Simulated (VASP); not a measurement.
Input of a VASP 6.6.1 run:

INCAR

```
SYSTEM = Pb
PREC     = Accurate       ! precision mode
ENCUT    = 520            ! plane-wave cutoff, eV
EDIFF    = 1E-6           ! SCF threshold, eV
ISMEAR   = 0              ! smearing method
SIGMA    = 0.1            ! smearing width, eV
LREAL    = .False.        ! projectors in reciprocal space
LASPH    = .True.         ! aspherical terms in the spheres
NELM     = 100            ! most SCF steps
ALGO     = Fast           ! electronic algorithm
ISIF     = 2              ! what is computed and relaxed
LWAVE    = .False.        ! write WAVECAR
LCHARG   = .True.         ! write CHGCAR
GGA      = PE             ! functional
LELF     = .True.         ! ELF
LVHAR    = .True.       
NBANDS   = 28             ! bands
```

File KPOINTS:

```
Automatic mesh
0
Gamma
  9 9 14
  0 0 0
```

POSCAR

```
Pb
1.0
    5.6802392589      0.0000000000      0.0000000000
   -2.8401196294      4.9192314978      0.0000000000
    0.0000000000      0.0000000000      3.4471254643
Pb
3
Direct
    0.0000000000      0.0000000000      0.0000000000
    0.3333333333      0.6666666667      0.5000000000
    0.6666666667      0.3333333333      0.5000000000
```

Potentials or basis: VASP PAW PBE potentials, release 64 (Pb_d).

Run with:

```sh
$ cat potpaw_PBE.64/Pb_d/POTCAR > POTCAR
$ mpirun -np 1 vasp_std > vasp.out
```

(1) What does it give for the band gap on the k mesh?

(2) Estimate the pressure.

Answers

(1) none (metal or under the smearing width).

(2) -0.1 GPa.
